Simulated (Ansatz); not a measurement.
# How much does Ga in Cu(100), 2x2 scatter?, part 2 of 3

Aim: the resistance that Ga in Cu(100), 2x2 adds to the host.

Ansatz 0.2.0; Ansatz plane-wave DFT, PBE, PAW files; ballistic transport by layer matching (Landauer), zero bias; PAW set soft_1 (the session's first sound run).

So far, resistivity per at.% scaled from this dense plane, with the factor 3/4 for isotropic scattering (µΩ cm): step 3 (resistance at ideal sites) 2.09.

**4. Relaxing the neighbours**

The neighbours of the defect are let go while the lead's layers stay on their sites, since a lead must repeat to 0.01 Å.

This step: Ansatz plane-wave DFT, PBE, PAW files; relaxation with the lead's layers held; PAW set soft_1 (Ansatz 0.2.0).

Input file input.yaml:

```yaml
crystal:
  lattice:
    - [5.1123254594, 0.0, 0.0]
    - [0.0, 5.1123254594, 0.0]
    - [0.0, 0.0, 25.30472]
  atoms:
    - { symbol: Cu, position: [0.0, 0.0, 0.0357142857] }
    - { symbol: Cu, position: [0.0, 0.5, 0.0357142857] }
    - { symbol: Cu, position: [0.5, 0.0, 0.0357142857] }
    - { symbol: Cu, position: [0.5, 0.5, 0.0357142857] }
    - { symbol: Cu, position: [0.25, 0.25, 0.1071428571] }
    - { symbol: Cu, position: [0.25, 0.75, 0.1071428571] }
    - { symbol: Cu, position: [0.75, 0.25, 0.1071428571] }
    - { symbol: Cu, position: [0.75, 0.75, 0.1071428571] }
    - { symbol: Cu, position: [0.0, 0.0, 0.1785714286] }
    - { symbol: Cu, position: [0.0, 0.5, 0.1785714286] }
    - { symbol: Cu, position: [0.5, 0.0, 0.1785714286] }
    - { symbol: Cu, position: [0.5, 0.5, 0.1785714286] }
    - { symbol: Cu, position: [0.25, 0.25, 0.25] }
    - { symbol: Cu, position: [0.25, 0.75, 0.25] }
    - { symbol: Cu, position: [0.75, 0.25, 0.25] }
    - { symbol: Cu, position: [0.75, 0.75, 0.25] }
    - { symbol: Cu, position: [0.0, 0.0, 0.3214285714] }
    - { symbol: Cu, position: [0.0, 0.5, 0.3214285714] }
    - { symbol: Cu, position: [0.5, 0.0, 0.3214285714] }
    - { symbol: Cu, position: [0.5, 0.5, 0.3214285714] }
    - { symbol: Cu, position: [0.25, 0.25, 0.3928571429] }
    - { symbol: Cu, position: [0.25, 0.75, 0.3928571429] }
    - { symbol: Cu, position: [0.75, 0.25, 0.3928571429] }
    - { symbol: Cu, position: [0.75, 0.75, 0.3928571429] }
    - { symbol: Cu, position: [0.0, 0.0, 0.4642857143] }
    - { symbol: Cu, position: [0.0, 0.5, 0.4642857143] }
    - { symbol: Cu, position: [0.5, 0.0, 0.4642857143] }
    - { symbol: Cu, position: [0.5, 0.5, 0.4642857143] }
    - { symbol: Ga, position: [0.25, 0.25, 0.5357142857] }
    - { symbol: Cu, position: [0.25, 0.75, 0.5357142857] }
    - { symbol: Cu, position: [0.75, 0.25, 0.5357142857] }
    - { symbol: Cu, position: [0.75, 0.75, 0.5357142857] }
    - { symbol: Cu, position: [0.0, 0.0, 0.6071428571] }
    - { symbol: Cu, position: [0.0, 0.5, 0.6071428571] }
    - { symbol: Cu, position: [0.5, 0.0, 0.6071428571] }
    - { symbol: Cu, position: [0.5, 0.5, 0.6071428571] }
    - { symbol: Cu, position: [0.25, 0.25, 0.6785714286] }
    - { symbol: Cu, position: [0.25, 0.75, 0.6785714286] }
    - { symbol: Cu, position: [0.75, 0.25, 0.6785714286] }
    - { symbol: Cu, position: [0.75, 0.75, 0.6785714286] }
    - { symbol: Cu, position: [0.0, 0.0, 0.75] }
    - { symbol: Cu, position: [0.0, 0.5, 0.75] }
    - { symbol: Cu, position: [0.5, 0.0, 0.75] }
    - { symbol: Cu, position: [0.5, 0.5, 0.75] }
    - { symbol: Cu, position: [0.25, 0.25, 0.8214285714] }
    - { symbol: Cu, position: [0.25, 0.75, 0.8214285714] }
    - { symbol: Cu, position: [0.75, 0.25, 0.8214285714] }
    - { symbol: Cu, position: [0.75, 0.75, 0.8214285714] }
    - { symbol: Cu, position: [0.0, 0.0, 0.8928571429] }
    - { symbol: Cu, position: [0.0, 0.5, 0.8928571429] }
    - { symbol: Cu, position: [0.5, 0.0, 0.8928571429] }
    - { symbol: Cu, position: [0.5, 0.5, 0.8928571429] }
    - { symbol: Cu, position: [0.25, 0.25, 0.9642857143] }
    - { symbol: Cu, position: [0.25, 0.75, 0.9642857143] }
    - { symbol: Cu, position: [0.75, 0.25, 0.9642857143] }
    - { symbol: Cu, position: [0.75, 0.75, 0.9642857143] }
kpoints:
  mp_grid: { grid: [4, 4, 1] }
hamiltonian:
  xc: pbe
  pseudopotentials: { kind: paw, azcp: { folder: soft_1 } }
scf:
  occupations: { method: fermi_dirac, width: 0.1 }
relax:
  f_tol: 0.03
  max_steps: 40
  constraints:
    - { sites: [0, 1, 2, 3, 4, 5, 6, 7, 8, 9, 10, 11, 12, 13, 14, 15, 40, 41, 42, 43, 44, 45, 46, 47, 48, 49, 50, 51, 52, 53, 54, 55] }
```

The run is started by

```bash
ansatz run input.yaml --threads 4 --pin off --max-ram 15360MiB --backend cpu --events-out ev --progress --plain --runs-dir out
```

Numbers of over 12 decimals in the logs are rounded to 6 here.

The program printed:

```text
Warning: crystal.symmetry: narrowed to the stabiliser of the relax constraints — unitary ops 16 → 8; lowered at sites 16, 17, 18, 19, 40, 41, 42, 43 (the operations that carried what is held of a site onto what its image site leaves free; the constrained walk keeps no symmetry that its constraints do not admit)
[...]
Crystal: 56 atoms, lattice volume = 661.361 Å³
Basis set: ecut = 420 eV, 12885 PW (Γ), exchange–correlation on 72×72×360 points (8 copies of the dense FFT grid, shifted against one another)
Bands: 635, of which v1, the nominal top of the filled ones, is band 529 counted from 1 (528 counted from 0)
Symmetry: 8 space group operations
k-points: 6 of 16
[...]
SCF iter   1: F=—  HF=-368222.156701 eV  |F-HF|=—  |Δ(HF+E_count)|=         —  Δρ=2.76e-1  dr2=5.21e2  ethr=3.10e-3  ⟨swp⟩=5.0  Hψ=11693  notcnv=0  defer=25
[...]
SCF iter  13: F=-368168.309686 eV  HF=-368168.309694 eV  |F-HF|=7.74e-6  |Δ(HF+E_count)|=   3.83e-6  Δρ=1.48e-5  dr2=6.95e-6  ethr=2.13e-9  ⟨swp⟩=2.0  Hψ=9972  notcnv=0
SCF 1 converged in 13 iterations: F = -368168.309686 eV  dr2 = 6.95e-6
[...]
relax step   1: F+E_penalty+E_count = -368168.30968582 eV  Δ(F+E_penalty+E_count) = +0.000e0 eV  max|allowed force component| = 1.394e-1 eV/Å  Δτ_max = 0.0000 Å  (13 SCF iters, dr2 threshold 2.25e-5 eV, accepted)
[...]
iter 1 solved again at ethr=5.37e-7 eV; its pass at ethr=3.10e-3 eV (dr2=5.68e-3 eV) is discarded
[...]
SCF iter   7: F=-368168.323351 eV  HF=-368168.323352 eV  |F-HF|=8.80e-7  |Δ(HF+E_count)|=   2.45e-8  Δρ=1.06e-5  dr2=7.85e-7  ethr=1.15e-10  ⟨swp⟩=3.0  Hψ=9883  notcnv=0
SCF 2 converged in 7 iterations: F = -368168.323351 eV  dr2 = 7.85e-7
relax step   2: F+E_penalty+E_count = -368168.32335096 eV  Δ(F+E_penalty+E_count) = -1.367e-2 eV  max|allowed force component| = 8.315e-2 eV/Å  Δτ_max = 0.0141 Å  (7 SCF iters, dr2 threshold 1.22e-6 eV, accepted)
SCF iter   1: F=—  HF=-368168.336036 eV  |F-HF|=—  |Δ(HF+E_count)|=         —  Δρ=1.96e-3  dr2=1.22e-2  ethr=1.19e-5  ⟨swp⟩=5.0  Hψ=8694  notcnv=0  defer=480
[...]
SCF iter  10: F=-368168.331047 eV  HF=-368168.331047 eV  |F-HF|=8.34e-8  |Δ(HF+E_count)|=   1.35e-8  Δρ=1.16e-6  dr2=8.32e-8  ethr=9.45e-12  ⟨swp⟩=2.0  Hψ=9277  notcnv=0
SCF 3 converged in 10 iterations: F = -368168.331047 eV  dr2 = 8.32e-8
relax step   3: F+E_penalty+E_count = -368168.33104671 eV  Δ(F+E_penalty+E_count) = -7.696e-3 eV  max|allowed force component| = 4.499e-3 eV/Å  Δτ_max = 0.0209 Å  (10 SCF iters, accepted)
SCF converged after 10 iterations
Free energy (F): -368168.331047 eV
[...]
Internal energy: -368167.565059 eV  (E = F + TS)
E sigma→0 (E₀):  -368167.948053 eV
Entropy (-TS):   -0.765988 eV (-13.678 meV/atom)
Fermi energy:    16.418497 eV
[...]
--- Forces (eV/Å), atoms counted from 1 ---
  atom   1  Cu     0.00330996     0.00330996    -0.00014896
  atom   2  Cu     0.00330996    -0.00330996    -0.00014896
  atom   3  Cu    -0.00330996     0.00330996    -0.00014896
  atom   4  Cu    -0.00330996    -0.00330996    -0.00014896
  atom   5  Cu    -0.00000000     0.00000000    -0.00365668
  atom   6  Cu    -0.00000000     0.00000000     0.00306626
  atom   7  Cu     0.00000000     0.00000000     0.00306626
  atom   8  Cu    -0.00000000     0.00000000     0.00176078
  atom   9  Cu     0.00159801     0.00159801     0.00206746
  atom  10  Cu     0.00159801    -0.00159801     0.00206746
  atom  11  Cu    -0.00159801     0.00159801     0.00206746
  atom  12  Cu    -0.00159801    -0.00159801     0.00206746
  atom  13  Cu    -0.00000000     0.00000000    -0.05554893
  atom  14  Cu     0.00000000     0.00000000    -0.04184481
  atom  15  Cu    -0.00000000     0.00000000    -0.04184481
  atom  16  Cu    -0.00000000     0.00000000    -0.05728970
  atom  17  Cu     0.00004356     0.00004356     0.00006515
  atom  18  Cu     0.00004356    -0.00004356     0.00006515
  atom  19  Cu    -0.00004356     0.00004356     0.00006515
  atom  20  Cu    -0.00004356    -0.00004356     0.00006515
  atom  21  Cu     0.00000000     0.00000000    -0.00205996
  atom  22  Cu     0.00000000     0.00000000     0.00226710
  atom  23  Cu    -0.00000000     0.00000000     0.00226710
  atom  24  Cu     0.00000000     0.00000000    -0.00449935
  atom  25  Cu     0.00024369     0.00024369    -0.00019739
  atom  26  Cu     0.00024369    -0.00024369    -0.00019739
  atom  27  Cu    -0.00024369     0.00024369    -0.00019739
  atom  28  Cu    -0.00024369    -0.00024369    -0.00019739
  atom  29  Ga    -0.00000000     0.00000000    -0.00006373
  atom  30  Cu    -0.00000000     0.00000000     0.00006802
  atom  31  Cu     0.00000000     0.00000000     0.00006802
  atom  32  Cu     0.00000000     0.00000000     0.00009976
  atom  33  Cu     0.00018487     0.00018487     0.00030611
  atom  34  Cu     0.00018487    -0.00018487     0.00030611
  atom  35  Cu    -0.00018487     0.00018487     0.00030611
  atom  36  Cu    -0.00018487    -0.00018487     0.00030611
  atom  37  Cu     0.00000000     0.00000000     0.00156244
  atom  38  Cu     0.00000000     0.00000000    -0.00261483
  atom  39  Cu    -0.00000000     0.00000000    -0.00261483
  atom  40  Cu    -0.00000000     0.00000000     0.00427874
[...]
atom  45  Cu    -0.00000000     0.00000000     0.00544810
  atom  46  Cu     0.00000000     0.00000000    -0.00904117
  atom  47  Cu     0.00000000     0.00000000    -0.00904117
  atom  48  Cu    -0.00000000     0.00000000     0.00540382
  atom  49  Cu     0.00161397     0.00161397    -0.00434290
  atom  50  Cu     0.00161397    -0.00161397    -0.00434290
  atom  51  Cu    -0.00161397     0.00161397    -0.00434290
  atom  52  Cu    -0.00161397    -0.00161397    -0.00434290
  atom  53  Cu    -0.00000000     0.00000000     0.00368117
  atom  54  Cu     0.00000000     0.00000000    -0.00297037
  atom  55  Cu     0.00000000     0.00000000    -0.00297037
  atom  56  Cu     0.00000000     0.00000000    -0.00169677
  max |Σ_I F_I| component: 4.94e-5 eV/Å
--- Relaxed structure (3 steps of the walk, 3 accepted, 0 SCFs on fresh bases) ---
  F+E_penalty+E_count = -368168.33104671 eV   max|allowed force component| = 4.499e-3 eV/Å
  atoms:
    - { symbol: Cu, position: [0.0, 0.0, 0.035714] }
    - { symbol: Cu, position: [0.0, 0.500000, 0.035714] }
    - { symbol: Cu, position: [0.500000, 0.0, 0.035714] }
    - { symbol: Cu, position: [0.500000, 0.500000, 0.035714] }
    - { symbol: Cu, position: [0.250000, 0.250000, 0.107143] }
    - { symbol: Cu, position: [0.250000, 0.750000, 0.107143] }
    - { symbol: Cu, position: [0.750000, 0.250000, 0.107143] }
    - { symbol: Cu, position: [0.750000, 0.750000, 0.107143] }
    - { symbol: Cu, position: [0.0, 0.0, 0.178571] }
    - { symbol: Cu, position: [0.0, 0.500000, 0.178571] }
    - { symbol: Cu, position: [0.500000, 0.0, 0.178571] }
    - { symbol: Cu, position: [0.500000, 0.500000, 0.178571] }
    - { symbol: Cu, position: [0.250000, 0.250000, 0.250000] }
    - { symbol: Cu, position: [0.250000, 0.750000, 0.250000] }
    - { symbol: Cu, position: [0.750000, 0.250000, 0.250000] }
    - { symbol: Cu, position: [0.750000, 0.750000, 0.250000] }
    - { symbol: Cu, position: [-2.640321317744434e-5, -2.640321317744434e-5, 0.320886] }
    - { symbol: Cu, position: [-2.640321317744434e-5, 0.500026, 0.320886] }
    - { symbol: Cu, position: [0.500026, -2.640321317744434e-5, 0.320886] }
    - { symbol: Cu, position: [0.500026, 0.500026, 0.320886] }
    - { symbol: Cu, position: [0.250000, 0.250000, 0.391493] }
    - { symbol: Cu, position: [0.250000, 0.750000, 0.391988] }
    - { symbol: Cu, position: [0.750000, 0.250000, 0.391988] }
    - { symbol: Cu, position: [0.750000, 0.750000, 0.391678] }
    - { symbol: Cu, position: [-0.000983596, -0.000983596, 0.462930] }
    - { symbol: Cu, position: [-0.000983596, 0.500984, 0.462930] }
    - { symbol: Cu, position: [0.500984, -0.000983596, 0.462930] }
    - { symbol: Cu, position: [0.500984, 0.500984, 0.462930] }
    - { symbol: Ga, position: [0.250000, 0.250000, 0.535452] }
    - { symbol: Cu, position: [0.250000, 0.750000, 0.535452] }
    - { symbol: Cu, position: [0.750000, 0.250000, 0.535452] }
    - { symbol: Cu, position: [0.750000, 0.750000, 0.535452] }
    - { symbol: Cu, position: [-0.000983997, -0.000983997, 0.607974] }
    - { symbol: Cu, position: [-0.000983997, 0.500984, 0.607974] }
    - { symbol: Cu, position: [0.500984, -0.000983997, 0.607974] }
    - { symbol: Cu, position: [0.500984, 0.500984, 0.607974] }
    - { symbol: Cu, position: [0.250000, 0.250000, 0.679414] }
    - { symbol: Cu, position: [0.250000, 0.750000, 0.678921] }
    - { symbol: Cu, position: [0.750000, 0.250000, 0.678921] }
    - { symbol: Cu, position: [0.750000, 0.750000, 0.679234] }
    - { symbol: Cu, position: [0.0, 0.0, 0.750000] }
[...]
- { symbol: Cu, position: [0.250000, 0.250000, 0.821429] }
    - { symbol: Cu, position: [0.250000, 0.750000, 0.821429] }
    - { symbol: Cu, position: [0.750000, 0.250000, 0.821429] }
    - { symbol: Cu, position: [0.750000, 0.750000, 0.821429] }
    - { symbol: Cu, position: [0.0, 0.0, 0.892857] }
    - { symbol: Cu, position: [0.0, 0.500000, 0.892857] }
    - { symbol: Cu, position: [0.500000, 0.0, 0.892857] }
    - { symbol: Cu, position: [0.500000, 0.500000, 0.892857] }
    - { symbol: Cu, position: [0.250000, 0.250000, 0.964286] }
    - { symbol: Cu, position: [0.250000, 0.750000, 0.964286] }
    - { symbol: Cu, position: [0.750000, 0.250000, 0.964286] }
    - { symbol: Cu, position: [0.750000, 0.750000, 0.964286] }
```

Elapsed: 11 min, on 4 threads of Arm Neoverse N1, shared host; peak memory 6.7 GiB.

Relaxation path:

```tsv
step	energy less that of the first step (eV)	largest force component (eV/Å)
1	0.0000	0.1394
2	-0.0137	0.0831
3	-0.0214	0.0045
```

The atoms that moved most (Å):

```tsv
atom	dx	dy	dz	length
Cu25	-0.005	-0.005	-0.034	0.035
Cu26	-0.005	0.005	-0.034	0.035
Cu27	0.005	-0.005	-0.034	0.035
Cu28	0.005	0.005	-0.034	0.035
Cu21	0.000	0.000	-0.035	0.035
Cu24	0.000	0.000	-0.030	0.030
Cu33	-0.005	-0.005	0.021	0.022
Cu35	0.005	-0.005	0.021	0.022
```

Numbers from this step:

```yaml
free_energy: -368168.3310 eV
energy_at_zero_smearing: -368167.9481 eV
```

The largest force component on a free atom ends at 0.0045 eV/Å, under the tolerance of 0.03, after 3 steps.

(Part 2 of 3 ends here.)

[Logs are printed without paths, hosts, clocks, repeated set-up lines and the standing remarks that a program may print on its own settings, such as how far it seeks lower states.]

[Hosts, paths, dates, database ids (printed as entryN), source tags and the programs' standing remarks are cut or masked in the printed files.]
